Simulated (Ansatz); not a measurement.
# Sb (R-3m) in Ansatz: further runs

Aim: see how the results for Sb move with the level of theory and the settings. Levels: revPBE, r2SCAN. Tasks: relaxation of cell and atoms.

All numbers are computed with Ansatz 0.2.0; they aren't measurements. Logs are shortened: lines on timing, memory, paths and dates and some standing lists are left out, and cuts for length are marked.

## 1. Starting point

It takes space group R-3m (No. 166, trigonal). The conventional cell has a = 4.308 Å, b = 4.308 Å, c = 11.274 Å, α = 90.00°, β = 90.00°, γ = 120.00°. Sb (site symmetry 3m) is surrounded by 3 Sb at 2.91 Å.

## 2. Relaxation of cell and atoms, revPBE

File input.yaml:

```yaml
crystal:
  lattice:
    - [2.1542, 1.2437279499, 3.758]
    - [-2.1542, 1.2437279499, 3.758]
    - [0.0, -2.4874558998, 3.758]
  atoms:
    - { symbol: Sb, position: [0.76651, 0.76651, 0.76651] }
    - { symbol: Sb, position: [0.23349, 0.23349, 0.23349] }
hamiltonian:
  xc: revpbe
  pseudopotentials: { kind: paw }
kpoints:
  mp_grid: { grid: [8, 8, 8] }
scf:
  occupations: { method: fermi_dirac, width: 0.05 }
output:
  forces: true
  stress: true
  eigenvalues: true
  write_density: true
  write_potential: true
  elf: true
  volumetric_format: npy
relax:
  f_tol: 0.01
  max_steps: 40
  cell: { stress_tol: 0.05 }
```

Potentials or basis: Ansatz PAW.

Launch:

```sh
ansatz run input.yaml --threads 2 --pin off --max-ram 5632MiB --backend cpu --events-out ev --progress --plain --runs-dir out
```

Output:

```text
Warning: RAYON_NUM_THREADS=2 ignored (pool sized by the plan → 2); use --threads N
Engine: ansatz 0.2.0, aarch64-unknown-linux-gnu
Pseudopotentials: kind: paw
Pseudopotential: Sb, paw, valence charge 15, recommended cutoff 420 eV (normal), Sb.paw.azcp
Functional definition: revPBE
  parameter kappa = 1.245
  parameter beta = 0.06672455060314922
  exchange = pbe_x(kappa = kappa, mu = beta*pi^2/3)
  correlation = pbe_c(beta = beta)
Crystal: 2 atoms, lattice volume = 60.411 Å³
Basis set: ecut = 420 eV, 1195 PW (Γ), exchange–correlation on 64×64×64 points (8 copies of the dense FFT grid, shifted against one another)
Bands: 19, of which v1, the nominal top of the filled ones, is band 15 counted from 1 (14 counted from 0)
Symmetry: 12 space group operations
Space group: R-3m (ITA 166), of the structure as read, at distance tolerance 3.9e-5 Å
k-points: 65 of 512
Non-local potential: Sb, projectors of the file, l = 0: 2, l = 1: 2, l = 2: 2, l = 3: 2
PAW form: soft (Blöchl's): semilocal exchange-correlation on the pseudo side does not see the compensation charge
PAW frozen core: Sb, regenerated for the run's functional, and the local potential with it (the file was generated under x = pbe(κ = 0.804, μ = 0.2195149727645171), c = pbe(β = 0.06672455060314922))
PAW one-centre angular grid: Sb, 590 points (default); XC on 64 Gauss nodes
Initial density: superposition of atomic densities (neutral atoms: chi_scale 0, normalization atom), corrected by the library's trained network
Initial wavefunctions: pseudopotential atomic-orbital guess
Functional: x = revpbe(κ = 1.245, μ = 0.2195149727645171), c = pbe(β = 0.06672455060314922)
SCF iter   1: F=—  HF=-12981.317115 eV  |F-HF|=—  |Δ(HF+E_count)|=         —  Δρ=2.35e-3  dr2=2.13e-3  ethr=1.77e-3  ⟨swp⟩=6.3  Hψ=6504  notcnv=0
preconditioner: auto → Kerker (q_TF=auto, 2.428 Å⁻¹)  [metal: Δε(μ)=0.026 eV  Ē_g=8.679 eV  σ=0.050 eV  W_gap=0.13  n_scr=14 (ndim 8)  ℏωp=15.1 eV  f_vac=0.002  D(μ)=0.41/eV (n_scr^D=0)]
SCF iter   2: F=—  HF=-12981.315702 eV  |F-HF|=—  |Δ(HF+E_count)|=   1.41e-3  Δρ=1.09e-3  dr2=4.83e-4  ethr=7.10e-6  ⟨swp⟩=2.2  Hψ=2716  notcnv=0
SCF iter   3: F=—  HF=-12981.315878 eV  |F-HF|=—  |Δ(HF+E_count)|=   1.76e-4  Δρ=4.26e-4  dr2=7.92e-5  ethr=1.61e-6  ⟨swp⟩=2.1  Hψ=1473  notcnv=0
SCF iter   4: F=—  HF=-12981.315927 eV  |F-HF|=—  |Δ(HF+E_count)|=   4.95e-5  Δρ=7.87e-5  dr2=6.10e-6  ethr=2.64e-7  ⟨swp⟩=2.1  Hψ=1656  notcnv=0
SCF iter   5: F=—  HF=-12981.315934 eV  |F-HF|=—  |Δ(HF+E_count)|=   6.05e-6  Δρ=3.33e-5  dr2=1.35e-6  ethr=2.03e-8  ⟨swp⟩=2.0  Hψ=1564  notcnv=0
SCF iter   6: F=—  HF=-12981.315934 eV  |F-HF|=—  |Δ(HF+E_count)|=   9.67e-7  Δρ=1.14e-5  dr2=1.39e-7  ethr=4.52e-9  ⟨swp⟩=2.8  Hψ=2144  notcnv=0
SCF iter   7: F=-12981.315935 eV  HF=-12981.315935 eV  |F-HF|=6.87e-9  |Δ(HF+E_count)|=   9.94e-8  Δρ=4.37e-6  dr2=1.15e-8  ethr=3.33e-10  ⟨swp⟩=10.0  Hψ=8317  notcnv=0
SCF 1 converged in 7 iterations: F = -12981.315935 eV  dr2 = 1.15e-8
relax step   1: F+E_penalty+E_count = -12981.31593460 eV  Δ(F+E_penalty+E_count) = +0.000e0 eV  max|allowed force component| = 1.826e-1 eV/Å  Δτ_max = 0.0000 Å  P = +3.668 GPa  Ω = 60.411 Å³  (7 SCF iters, dr2 threshold 1.00e-7 eV, accepted)
Crystal: 2 atoms, lattice volume = 67.220 Å³
Basis set: ecut = 420 eV, 1309 PW (Γ), exchange–correlation on 64×64×64 points (8 copies of the dense FFT grid, shifted against one another)
Initial density: handed on by an earlier stage of this run
Initial wavefunctions: those handed on with the density
iter 1 solved again at ethr=1.29e-5 eV; its pass at ethr=3.10e-3 eV (dr2=3.87e-3 eV) is discarded
SCF iter   1: F=—  HF=-12981.339457 eV  |F-HF|=—  |Δ(HF+E_count)|=         —  Δρ=2.08e-3  dr2=3.28e-3  ethr=1.29e-5  ⟨swp⟩=3.1  Hψ=9154  notcnv=0
preconditioner: auto → Kerker (q_TF=auto, 2.385 Å⁻¹)  [metal: Δε(μ)=0.105 eV  Ē_g=8.164 eV  σ=0.050 eV  W_gap=0.43  n_scr=14 (ndim 8)  ℏωp=14.3 eV  f_vac=0.018  D(μ)=0.28/eV (n_scr^D=0)]
SCF iter   2: F=—  HF=-12981.339998 eV  |F-HF|=—  |Δ(HF+E_count)|=   5.41e-4  Δρ=1.41e-3  dr2=1.86e-3  ethr=1.09e-5  ⟨swp⟩=1.0  Hψ=1235  notcnv=0
SCF iter   3: F=—  HF=-12981.340607 eV  |F-HF|=—  |Δ(HF+E_count)|=   6.10e-4  Δρ=3.49e-4  dr2=1.68e-4  ethr=6.21e-6  ⟨swp⟩=1.9  Hψ=1378  notcnv=0
SCF iter   4: F=—  HF=-12981.340759 eV  |F-HF|=—  |Δ(HF+E_count)|=   1.52e-4  Δρ=1.55e-4  dr2=1.73e-5  ethr=5.61e-7  ⟨swp⟩=2.0  Hψ=1562  notcnv=0
SCF iter   5: F=—  HF=-12981.340799 eV  |F-HF|=—  |Δ(HF+E_count)|=   4.01e-5  Δρ=4.07e-5  dr2=1.26e-6  ethr=5.76e-8  ⟨swp⟩=3.0  Hψ=2265  notcnv=0
[... 33 lines left out ...]
SCF 5 converged in 5 iterations: F = -12981.365507 eV  dr2 = 1.45e-8
relax step   5: F+E_penalty+E_count = -12981.36550670 eV  Δ(F+E_penalty+E_count) = -1.317e-3 eV  max|allowed force component| = 7.948e-3 eV/Å  Δτ_max = 0.0089 Å  P = +0.044 GPa  Ω = 65.676 Å³  energy of the carried Pulay correction = -1.053e-3 eV  (5 SCF iters, dr2 threshold 2.00e-7 eV, accepted)
Crystal: 2 atoms, lattice volume = 65.940 Å³
iter 1 solved again at ethr=1.35e-7 eV; its pass at ethr=3.10e-3 eV (dr2=4.06e-5 eV) is discarded
SCF iter   1: F=—  HF=-12981.365620 eV  |F-HF|=—  |Δ(HF+E_count)|=         —  Δρ=2.40e-4  dr2=2.81e-5  ethr=1.35e-7  ⟨swp⟩=3.0  Hψ=7816  notcnv=0
preconditioner: auto → Kerker (q_TF=auto, 2.393 Å⁻¹)  [metal: Δε(μ)=0.095 eV  Ē_g=8.308 eV  σ=0.050 eV  W_gap=0.40  n_scr=14 (ndim 8)  ℏωp=14.5 eV  f_vac=0.008  D(μ)=0.27/eV (n_scr^D=0)]
SCF iter   2: F=—  HF=-12981.365617 eV  |F-HF|=—  |Δ(HF+E_count)|=   2.17e-6  Δρ=1.47e-4  dr2=1.07e-5  ethr=9.38e-8  ⟨swp⟩=1.0  Hψ=1235  notcnv=0
SCF iter   3: F=—  HF=-12981.365618 eV  |F-HF|=—  |Δ(HF+E_count)|=   2.33e-7  Δρ=2.53e-5  dr2=7.11e-7  ethr=3.58e-8  ⟨swp⟩=2.3  Hψ=1489  notcnv=0
SCF iter   4: F=—  HF=-12981.365618 eV  |F-HF|=—  |Δ(HF+E_count)|=   1.77e-8  Δρ=9.55e-6  dr2=1.15e-7  ethr=2.37e-9  ⟨swp⟩=3.0  Hψ=2223  notcnv=0
SCF iter   5: F=-12981.365618 eV  HF=-12981.365618 eV  |F-HF|=4.33e-9  |Δ(HF+E_count)|=   3.37e-8  Δρ=2.21e-6  dr2=4.27e-9  ethr=9.53e-11  ⟨swp⟩=9.9  Hψ=8082  notcnv=0
SCF 6 converged in 5 iterations: F = -12981.365618 eV  dr2 = 4.27e-9
relax step   6: F+E_penalty+E_count = -12981.36561772 eV  Δ(F+E_penalty+E_count) = -1.110e-4 eV  max|allowed force component| = 4.359e-4 eV/Å  Δτ_max = 0.0037 Å  P = +0.007 GPa  Ω = 65.940 Å³  energy of the carried Pulay correction = -1.103e-3 eV  (5 SCF iters, dr2 threshold 2.86e-8 eV, accepted)
Initial wavefunctions: pseudopotential atomic-orbital guess (no wavefunctions were taken with the density)
iter 1 solved again at ethr=2.29e-7 eV; its pass at ethr=3.10e-3 eV (dr2=6.88e-5 eV) is discarded
SCF iter   1: F=—  HF=-12981.366500 eV  |F-HF|=—  |Δ(HF+E_count)|=         —  Δρ=6.25e-5  dr2=3.18e-7  ethr=2.29e-7  ⟨swp⟩=3.0  Hψ=9587  notcnv=0
SCF iter   2: F=—  HF=-12981.366499 eV  |F-HF|=—  |Δ(HF+E_count)|=   4.86e-7  Δρ=3.19e-5  dr2=7.38e-8  ethr=1.06e-9  ⟨swp⟩=2.0  Hψ=2174  notcnv=0
SCF iter   3: F=—  HF=-12981.366500 eV  |F-HF|=—  |Δ(HF+E_count)|=   6.93e-7  Δρ=3.56e-6  dr2=1.60e-9  ethr=2.46e-10  ⟨swp⟩=2.2  Hψ=2029  notcnv=0
SCF iter   4: F=—  HF=-12981.366500 eV  |F-HF|=—  |Δ(HF+E_count)|=   1.09e-8  Δρ=6.87e-7  dr2=3.31e-10  ethr=5.32e-12  ⟨swp⟩=2.2  Hψ=2225  notcnv=0
SCF iter   5: F=—  HF=-12981.366500 eV  |F-HF|=—  |Δ(HF+E_count)|=  3.62e-10  Δρ=2.01e-7  dr2=5.94e-11  ethr=1.10e-12  ⟨swp⟩=2.0  Hψ=1564  notcnv=0
SCF iter   6: F=-12981.366500 eV  HF=-12981.366500 eV  |F-HF|=7.28e-12  |Δ(HF+E_count)|=  4.37e-11  Δρ=8.02e-8  dr2=7.40e-12  ethr=1.00e-12  ⟨swp⟩=6.3  Hψ=5275  notcnv=0
SCF 7 converged in 6 iterations: F = -12981.366500 eV  dr2 = 7.40e-12
relax step   7: F+E_penalty+E_count = -12981.36649994 eV  Δ(F+E_penalty+E_count) = -8.822e-4 eV  max|allowed force component| = 5.649e-4 eV/Å  Δτ_max = 0.0000 Å  P = -0.003 GPa  Ω = 65.940 Å³  stress off target by 6.27e-3 GPa  SCF on the basis re-selected at this cell (its energy is not comparable with the rows above)  (6 SCF iters)
basis re-selected at this cell: Δ(F+E_penalty+E_count) = -8.822e-4 eV, ΔP = -0.010 GPa vs the last step (what re-selecting the basis moved, of the pressure what is left beyond the Pulay correction that the steps carried, after the strain that the cell walked since its last selection, with what the two solves' SCF thresholds leave and, on support functions, any second-order correction that the steps lacked; it is no measure of the basis error at this ecutwfc). This SCF's stress stands 6.27e-3 GPa from its target on what of the cell is left free (relax.cell.stress_tol is 5.00e-2 GPa) and its largest allowed force component is 5.65e-4 eV/Å (relax.f_tol is 1.00e-2 eV/Å): within both
SCF converged after 6 iterations
Free energy (F): -12981.366500 eV
Harris-Foulkes:  -12981.366500 eV  (|F-HF|=7.28e-12)
Internal energy: -12981.364393 eV  (E = F + TS)
E sigma→0 (E₀):  -12981.365447 eV
Entropy (-TS):   -0.002107 eV (-1.053 meV/atom)
Fermi energy:    8.971153 eV
--- Per-component energies (eV) ---
  E_band       = -370.503369
  E_kinetic    = 411.569225
  E_local      = -3341.532120  (includes V_loc(G=0)·N_el)
  E_nonlocal   = 723.199941
  E_hartree    = 1507.424597
  E_xc         = -276.145082
  E_vxc        = -190.829388  (∫ρ·V_xc dr)
  E_paw        = -9162.818967  (= ΣΔE_a)
  E_vpaw       = -987.760215  (= ΣTr[D̂ρ^β])
  E_aug_tail   = -0.000003  (compensation charges beyond the density's cutoff)
  E_ewald      = -2843.048161
  E_core_change = -0.013823  (= ΣΔE_core)
  E_smearing   = -0.002107  (= −TS)
  E_closure    = -0.000000  (closes the sum)
  Σ components = -12981.366500   (vs F -12981.366500, Δ=0.00e0)
--- Forces (eV/Å), atoms counted from 1 ---
  atom   1  Sb    -0.00000000     0.00000000     0.00056494
  atom   2  Sb     0.00000000    -0.00000000    -0.00056494
  max |Σ_I F_I| component: 9.25e-18 eV/Å
--- Stress (GPa, compression-positive) ---
       -0.006270       0.000000      -0.000000
        0.000000      -0.006270       0.000000
       -0.000000       0.000000       0.003688
  P = ⅓ Tr σ = -0.0030 GPa (-0.030 kbar)
--- Band table (eV; the first three rows and the last of 65) ---
  k-point 0: bands = ["-20.4663", "-20.4663", "-20.3987", "-20.3987", "-20.3713", "-20.3075", "-20.3075", "-20.2991", "-20.2391", "-20.2391", "-3.2363", "3.6832", "6.9497", "7.2785", "7.2785", "10.6944", "11.3802", "11.3802", "14.2797"]
  k-point 1: bands = ["-20.4625", "-20.4593", "-20.3966", "-20.3945", "-20.3687", "-20.3107", "-20.3092", "-20.3022", "-20.2459", "-20.2432", "-3.0771", "3.1505", "6.9903", "7.2172", "7.3698", "10.6816", "10.9967", "11.1011", "13.6731"]
  k-point 2: bands = ["-20.4526", "-20.4398", "-20.3913", "-20.3830", "-20.3610", "-20.3197", "-20.3171", "-20.3085", "-20.2639", "-20.2542", "-2.6057", "1.9567", "6.9340", "7.0919", "7.7314", "10.0100", "10.3372", "10.4674", "13.9125"]
  k-point 64: bands = ["-20.4380", "-20.4380", "-20.3887", "-20.3887", "-20.3605", "-20.3142", "-20.3142", "-20.3085", "-20.2703", "-20.2703", "-2.0499", "0.4178", "7.6613", "7.6613", "8.3767", "9.3206", "9.3206", "10.0533", "15.5572"]
--- Relaxed structure (6 steps of the walk, 6 accepted, 1 SCFs on fresh bases) ---
  F+E_penalty+E_count = -12981.36649994 eV   max|allowed force component| = 5.649e-4 eV/Å   (the final SCF, on the basis selected at the relaxed cell)
  cell:  # Å, volume = 65.9397 Å³
    - [2.196725536708763, 1.2682800799545293, 3.9446181575873203]
    - [-2.196725536708763, 1.2682800799545293, 3.9446181575873203]
    - [5.450966775926767e-34, -2.5365601599090586, 3.9446181575873203]
  atoms:
    - { symbol: Sb, position: [0.7691704379454688, 0.7691704379454688, 0.7691704379454688] }
    - { symbol: Sb, position: [0.2308295620545312, 0.2308295620545312, 0.2308295620545312] }
```

Wall time 18 s (2 threads of Arm Neoverse V1, shared host); peak memory 0.38 GiB.

What came out:

```yaml
Free_energy: -12981.3665 eV
Relaxed_volume: 32.97 Å³/atom
Relaxed_cell: a = 4.690 Å, b = 4.690 Å, c = 4.690 Å, α = 55.86°, β = 55.86°, γ = 55.86°
Space_group_after_relaxing_to_0.05_Å: R-3m (No. 166)
Energy_gained_by_relaxing: 25.3 meV/atom
Ionic_steps: 7
Pressure_after_relaxing: 0.0 GPa
Band_gap_on_the_k_mesh: none (metal or under the smearing width)
```

Step by step:
| step | energy change (eV) | largest force (eV/Å) | volume (Å³) |
| --- | --- | --- | --- |
| 1 | 0.0000 | 0.1826 | 60.41 |
| 2 | -0.0249 | 0.3327 | 67.22 |
| 3 | -0.0462 | 0.0818 | 65.17 |
| 4 | -0.0483 | 0.0279 | 65.03 |
| 5 | -0.0496 | 0.0079 | 65.68 |
| 6 | -0.0497 | 0.0004 | 65.94 |
| 7 | -0.0506 | 0.0006 | 65.94 |

Final structure:
```xyz
2
Lattice="2.1967 1.2683 3.9446 -2.1967 1.2683 3.9446 0.0000 -2.5366 3.9446" Properties=species:S:1:pos:R:3 pbc="T T T"
Sb    0.0000    0.0000    9.1023
Sb    0.0000    0.0000    2.7316
```

Levels at points of the mesh, in eV from the Fermi level:
```csv
k point,band 13,band 14,band 15,band 16,band 17,band 18
"(0.00, 0.00, 0.00)",-2.02,-1.69,-1.69,1.72,2.41,2.41
"(0.00, 0.00, -0.50)",-2.01,-1.99,-0.37,-0.26,0.21,0.74
"(0.00, -0.50, -0.50)",-4.94,-3.45,-3.34,1.61,4.40,5.24
"(-0.50, -0.50, -0.50)",-1.31,-1.31,-0.59,0.35,0.35,1.08
```

Caveat: the plane-wave basis is chosen anew once the cell has moved, so the energies of steps on either side of that aren't comparable; the PAW data sets come from PBE, with cores solved anew for the run's functional, which leaves a small shift of forces and pressure.

## 3. Relaxation of cell and atoms, r2SCAN

input.yaml, as its differences from that of step 2:

```diff
@@ -9,3 +9,3 @@
 hamiltonian:
-  xc: revpbe
+  xc: r2scan
   pseudopotentials: { kind: paw }
@@ -19,6 +19,2 @@
   eigenvalues: true
-  write_density: true
-  write_potential: true
-  elf: true
-  volumetric_format: npy
 relax:
```

Potentials or basis: Ansatz PAW.

Launch:

```sh
ansatz run input.yaml --threads 2 --pin off --max-ram 5632MiB --backend cpu --events-out ev --progress --plain --runs-dir out
```

Wall time 44 s (2 threads of Arm Neoverse V1, shared host); peak memory 0.59 GiB.

It converged, with:

| Item | Value |
| --- | --- |
| Free energy | -12998.2586 eV |
| Relaxed volume | 31.70 Å³/atom |
| Relaxed cell | a = 4.626 Å, b = 4.626 Å, c = 4.626 Å, α = 55.94°, β = 55.94°, γ = 55.94° |
| Space group after relaxing (to 0.05 Å) | R-3m (No. 166) |
| Energy gained by relaxing | 7.1 meV/atom |
| Ionic steps | 7 |
| Pressure after relaxing | 0.0 GPa |
| Band gap on the k mesh | none (metal or under the smearing width) |

The path:
| step | energy change (eV) | largest force (eV/Å) | volume (Å³) |
| --- | --- | --- | --- |
| 1 | 0.0000 | 0.0063 | 60.41 |
| 2 | -0.0077 | 0.1140 | 63.66 |
| 3 | -0.0123 | 0.0427 | 62.83 |
| 4 | -0.0140 | 0.0017 | 63.17 |
| 5 | -0.0140 | 0.0159 | 63.36 |
| 6 | -0.0140 | 0.0012 | 63.41 |
| 7 | -0.0142 | 0.0013 | 63.41 |

Final structure:
```
Sb
1.0
     2.16956    1.25260    3.88878
    -2.16956    1.25260    3.88878
     0.00000   -2.50519    3.88878
Sb
2
Direct
  0.76909 0.76909 0.76909
  0.23091 0.23091 0.23091
```

Levels at points of the mesh, in eV from the Fermi level:
```
              k point  band 12  band 13  band 14  band 15  band 16  band 17  band 18  band 19
   (0.00, 0.00, 0.00)    -5.26    -2.41    -2.07    -2.07     1.73     2.46     2.46     5.50
  (0.00, 0.00, -0.50)    -9.98    -2.40    -2.34    -0.52    -0.25     0.18     0.62     7.65
 (0.00, -0.50, -0.50)    -8.53    -5.52    -3.97    -3.87     1.56     4.71     5.62     6.67
(-0.50, -0.50, -0.50)    -9.19    -1.63    -1.63    -0.52     0.17     0.17     1.18     7.03
```

Caveat: the plane-wave basis is chosen anew once the cell has moved, so the energies of steps on either side of that aren't comparable; the PAW data sets come from PBE, with cores solved anew for the run's functional, which leaves a small shift of forces and pressure.
